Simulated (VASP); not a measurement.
# Ti (P6_3/mmc) in VASP: notebook

The runs below take Ti through relaxation of cell and atoms, single point, with PBE, PBE+D3(BJ), PBEsol.

Program: VASP 6.6.1. These are calculated values, not measurements. Logs are shortened: lines on timing, memory, paths and dates and some standing lists are left out, and cuts for length are marked.

### 1 The crystal as given

Symmetry: P6_3/mmc, No. 194, hexagonal system. The conventional cell has a = 2.936 Å, b = 2.936 Å, c = 4.641 Å, α = 90.00°, β = 90.00°, γ = 120.00°. Ti (site symmetry -6m2) has 12 Ti at 2.87 to 2.94 Å as nearest neighbours.

### 2 Relaxation of cell and atoms, PBE

INCAR

```
  PREC = Accurate
  ENCUT = 600
  EDIFF = 1E-7
  ISMEAR = 0
  SIGMA = 0.1
  LREAL = False
  LASPH = True
  NELM = 80
  ALGO = Fast
  ISIF = 3
  LWAVE = False
  LCHARG = False
  GGA = PE
  IBRION = 2
  NSW = 90
  EDIFFG = -0.005
```

KPOINTS

```
regular mesh
0
Gamma
  18 18 10
```

POSCAR

```
Ti
1.0
    2.9357319200      0.0000000000      0.0000000000
   -1.4678659600      2.5424184200      0.0000000000
    0.0000000000      0.0000000000      4.6408561500
Ti
2
Direct
    0.3333333300      0.6666666700      0.2500000000
    0.6666666700      0.3333333300      0.7500000000
```

Potentials or basis: VASP PAW PBE potentials, release 64 (Ti_sv).

Started as:

```bash
$ cat potpaw_PBE.64/Ti_sv/POTCAR > POTCAR
$ mpirun -np 1 vasp_std > vasp.out
```

OUTCAR:

```text
PREC = Accurate
   ENCUT = 600
   EDIFF = 1E-7
   ISMEAR = 0
   LREAL = False
   LASPH = True
   NELM = 80
   ISIF = 3
   GGA = PE
   IBRION = 2
   NSW = 90
   EDIFFG = -0.005

 ion  position               nearest neighbor table
   1  0.333  0.667  0.250-   2 2.87   2 2.87   2 2.87   2 2.87   2 2.87   2 2.87
   2  0.667  0.333  0.750-   1 2.87   1 2.87   1 2.87   1 2.87   1 2.87   1 2.87

  LATTYP: Found a hexagonal cell.
 ALAT       =     2.9357319200
 C/A-ratio  =     1.5808174167

  Lattice vectors:

 A1 = (   2.9357319200,   0.0000000000,   0.0000000000)
 A2 = (  -1.4678659600,   2.5424184200,   0.0000000000)
 A3 = (   0.0000000000,   0.0000000000,   4.6408561500)

Analysis of symmetry for initial positions (statically):
=====================================================================
 Subroutine PRICEL returns:
 Original cell was already a primitive cell.

 Routine SETGRP: Setting up the symmetry group for a
 hexagonal supercell.

 Subroutine GETGRP returns: Found 24 space group operations
 (whereof 12 operations were pure point group operations)
 out of a pool of 24 trial point group operations.

The static configuration has the point symmetry D_3d.
 The point group associated with its full space group is D_6h.

Analysis of symmetry for dynamics (positions and initial velocities):
=====================================================================
 Subroutine PRICEL returns:
 Original cell was already a primitive cell.

 Routine SETGRP: Setting up the symmetry group for a
 hexagonal supercell.

 Subroutine GETGRP returns: Found 24 space group operations
 (whereof 12 operations were pure point group operations)
 out of a pool of 24 trial point group operations.

The dynamic configuration has the point symmetry D_3d.
 The point group associated with its full space group is D_6h.

 Subroutine INISYM returns: Found 24 space group operations
 (whereof 12 operations are pure point group operations),
 and found     1 'primitive' translations

----------------------------------------------------------------------------------------

                                     Primitive cell

  volume of cell :      34.6387

  direct lattice vectors                    reciprocal lattice vectors
     2.935731920  0.000000000  0.000000000     0.340630557  0.196663144  0.000000000
    -1.467865960  2.542418420  0.000000000     0.000000000  0.393326288  0.000000000
     0.000000000  0.000000000  4.640856150     0.000000000  0.000000000  0.215477483

  length of vectors
     2.935731920  2.935731919  4.640856150     0.393326288  0.393326288  0.215477483

  position of ions in fractional coordinates (direct lattice)
     0.333333330  0.666666670  0.250000000
     0.666666670  0.333333330  0.750000000

  ion indices of the primitive-cell ions
   primitive index   ion index
                 1           1
                 2           2

----------------------------------------------------------------------------------------

 KPOINTS: regular mesh

Automatic generation of k-mesh.
 Grid dimensions read from file:
 generate k-points for:   18   18   10

 Generating k-lattice:

  Cartesian coordinates                     Fractional coordinates (reciprocal lattice)
     0.018923920  0.010925730  0.000000000     0.055555556 -0.000000000  0.000000000
     0.000000000  0.021851460  0.000000000     0.000000000  0.055555556  0.000000000
     0.000000000  0.000000000  0.021547748     0.000000000  0.000000000  0.100000000

  Length of vectors
     0.021851460  0.021851460  0.021547748

  Shift w.r.t. Gamma in fractional coordinates (k-lattice)
     0.000000000  0.000000000  0.000000000

 Subroutine IBZKPT returns following result:
 ===========================================

 Found    222 irreducible k-points:

 Following reciprocal coordinates:
            Coordinates               Weight
  0.000000  0.000000  0.000000      1.000000
  0.055556 -0.000000  0.000000      6.000000
  0.111111 -0.000000  0.000000      6.000000
  0.166667 -0.000000  0.000000      6.000000
  0.222222 -0.000000  0.000000      6.000000
  0.277778 -0.000000  0.000000      6.000000
[... 16 lines left out ...]
  0.333333  0.111111  0.000000     12.000000
  0.388889  0.111111  0.000000     12.000000
 [... further k-points ...]
   k-points           NKPTS =    222   k-points in BZ     NKDIM =    222   number of bands    NBANDS=     16
   number of dos      NEDOS =    301   number of ions     NIONS =      2
   total plane-waves  NPLWV =  23040
   dimension x,y,z NGX =    24 NGY =   24 NGZ =   40
   dimension x,y,z NGXF=    48 NGYF=   48 NGZF=   80
   ions per type =               2
   NGX,Y,Z   is equivalent  to a cutoff of  13.59, 13.59, 14.33 a.u.
   NGXF,Y,Z  is equivalent  to a cutoff of  27.18, 27.18, 28.66 a.u.
 SYSTEM =  unknown system
   PREC   = accura    normal or accurate (medium, high low for compatibility)
   ISTART =      0    job   : 0-new  1-cont  2-samecut
   ICHARG =      2    charge: 1-file 2-atom 10-const
   ISPIN  =      1    spin polarized calculation?
   LNONCOLLINEAR =      F non collinear calculations
   LSORBIT =      F    spin-orbit coupling
   LASPH  =      T    aspherical Exc in radial PAW
   ENCUT  =  600.0 eV  44.10 Ry    6.64 a.u.   5.86  5.86  9.27*2*pi/ulx,y,z
   NELM   =     80;   NELMIN=  2; NELMDL= -5     # of ELM steps
   EDIFF  = 0.1E-06   stopping-criterion for ELM
   LREAL  =      F    real-space projection
   EDIFFG = -.5E-02   stopping-criterion for IOM
   NSW    =     90    number of steps for IOM
   IBRION =      2    ionic relax: 0-MD 1-quasi-New 2-CG
   NFREE  =      1    steps in history (QN), initial steepest desc. (CG)
   ISIF   =      3    stress and relaxation
   ISYM   =      2    0-nonsym 1-usesym 2-fastsym
   POTIM  = 0.5000    time-step for ionic-motion
   TEBEG  =    0.0;   TEEND  =   0.0 temperature during run
   PSTRESS=    0.0 pullay stress
   NELECT =      24.0000    total number of electrons
   NUPDOWN=      -1.0000    fix difference up-down
   EMIN   =  10.00;   EMAX   =-10.00  energy-range for DOS
   EFERMI =   0.00;   METHOD = LEGACY
   ISMEAR =     0;   SIGMA  =   0.10  broadening in eV -4-tet -1-fermi 0-gaus
   EFERMI_NEDOS =   21; number of points for ismear=-14 and -15
   IALGO  =     68    algorithm
   IMIX   =      4    mixing-type and parameters
     AMIX     =   0.40;   BMIX     =  1.00
     AMIX_MAG =   1.60;   BMIX_MAG =  1.00
  volume/ion in A,a.u.               =      17.32       116.88
  Fermi-wavevector in a.u.,A,eV,Ry     =   1.448632  2.737518 28.552297  2.098535
  Thomas-Fermi vector in A             =   2.566451
   LORBIT       =      0    0 simple, 1 ext, 2 COOP (PROOUT), +10 PAW based schemes
   GGA     = PE    functional components
   LHFCALC =     F    Hartree Fock is set to
   AEXX    =    0.0000 exact exchange contribution
   IVDW    =     0    specifies the selected vdW correction
   LEPSILON=     F    determine dielectric tensor
   LRPA    =     F    only Hartree local field effects (RPA)
 conjugate gradient relaxation of ions
 non-spin polarized calculation
 RMM-DIIS sequential band-by-band and
 Gauss-broadening in eV      SIGMA  =   0.10
  energy-cutoff  :      600.00
  volume of cell :       34.64
 maximum number of plane-waves:      1182
 NGX is ok and might be reduce to    24
   NGX = 11   NGY = 11   NGZ = 19

--------------------------------------- Ionic step        1  -------------------------------------------

 number of electron      23.9999993 magnetization

 Free energy of the ion-electron system (eV)
  ---------------------------------------------------
  ext. energy  EPLUGINS =         0.00000000
  ---------------------------------------------------
  free energy    TOTEN  =       -15.67672634 eV

  energy without entropy =      -15.66735721  energy(sigma->0) =      -15.67204177

------------------------ aborting loop because EDIFF is reached ----------------------------------------

  FORCE on cell =-STRESS in cart. coord.  units (eV):
  Direction    XX          YY          ZZ          XY          YZ          ZX
  --------------------------------------------------------------------------------------
  -------------------------------------------------------------------------------------
  Total        0.0270864      0.0270864      0.0503331      0.0000000     -0.0000000      0.0000000
  in kB        1.2528531      1.2528531      2.3281079      0.0000000     -0.0000000      0.0000000
  external PRESSURE =       1.6112713 kB  Pullay stress =       0.0000000 kB
[... 93 lines left out ...]
  energy  without entropy=      -15.6673717270  energy(sigma->0) =      -15.67206723

--------------------------------------- Ionic step        4  -------------------------------------------

 number of electron      23.9999993 magnetization

 Free energy of the ion-electron system (eV)
  ---------------------------------------------------
  ext. energy  EPLUGINS =         0.00000000
  ---------------------------------------------------
  free energy    TOTEN  =       -15.67676281 eV

  energy without entropy =      -15.66737419  energy(sigma->0) =      -15.67206850

 E-fermi :   8.3602     XC(G=0): -11.5033

 val. band max:        8.3490126772   @ k =   0.3333   0.1667   0.4000
 cond. band min:       8.3774848215   @ k =   0.0556  -0.0000   0.5000
 fundamental gap:      0.0284721443
 Fermi energy:         8.3601840621

 k-point     1 :       0.0000    0.0000    0.0000
  band No.  band energies     occupation
      1     -48.5101      2.00000
      2     -48.3719      2.00000
      3     -25.1017      2.00000
      4     -24.4550      2.00000
      5     -24.4550      2.00000
      6     -24.3887      2.00000
[... 8 lines left out ...]
     15       9.6242      0.00000
     16       9.6242      0.00000
[... 420 lines left out ...]
  band No.  band energies     occupation
      1     -48.3925      2.00000
      2     -48.3473      2.00000
      3     -24.8972      2.00000
      4     -24.7953      2.00000
      5     -24.7786      2.00000
      6     -24.6208      2.00000
[... 8 lines left out ...]
     15       9.5227      0.00000
     16      11.4605      0.00000

 [... further k-points ...]
[... 5 lines left out ...]
  --------------------------------------------------------------------------------------
  -------------------------------------------------------------------------------------
  Total       -0.0071769     -0.0071769      0.0060388      0.0000000     -0.0000000      0.0000000
  in kB       -0.3314377     -0.3314377      0.2788796      0.0000000     -0.0000000      0.0000000
  external PRESSURE =      -0.1279986 kB  Pullay stress =       0.0000000 kB
[... 17 lines left out ...]
  FREE ENERGIE OF THE ION-ELECTRON SYSTEM (eV)
  ---------------------------------------------------
  free  energy   TOTEN  =       -15.6767628092 eV

  energy  without entropy=      -15.6673741933  energy(sigma->0) =      -15.67206850

 reached required accuracy - stopping structural energy minimisation
```

Run time: 5 min. Hardware: 1 thread of Intel Xeon 6975P-C (Granite Rapids), shared host; peak memory 0.27 GiB.

What came out:

```
Free energy                            : -15.6768 eV
Relaxed volume                         : 17.35 Å³/atom
Relaxed cell                           : a = 2.937 Å, b = 2.937 Å, c = 4.644 Å, α = 90.00°, β = 90.00°, γ = 120.00°
Space group after relaxing (to 0.05 Å) : P6_3/mmc (No. 194)
Energy gained by relaxing              : 0.0 meV/atom
Ionic steps                            : 4
Pressure after relaxing                : 0.0 GPa
Band gap on the k mesh                 : none (metal or under the smearing width)
```

Final structure:
```xyz
2
Lattice="2.9369 0.0000 0.0000 -1.4685 2.5435 0.0000 0.0000 0.0000 4.6444" Properties=species:S:1:pos:R:3 pbc="T T T"
Ti    0.0000    1.6956    1.1611
Ti    1.4685    0.8478    3.4833
```

(Part 1 of 3 ends here.)
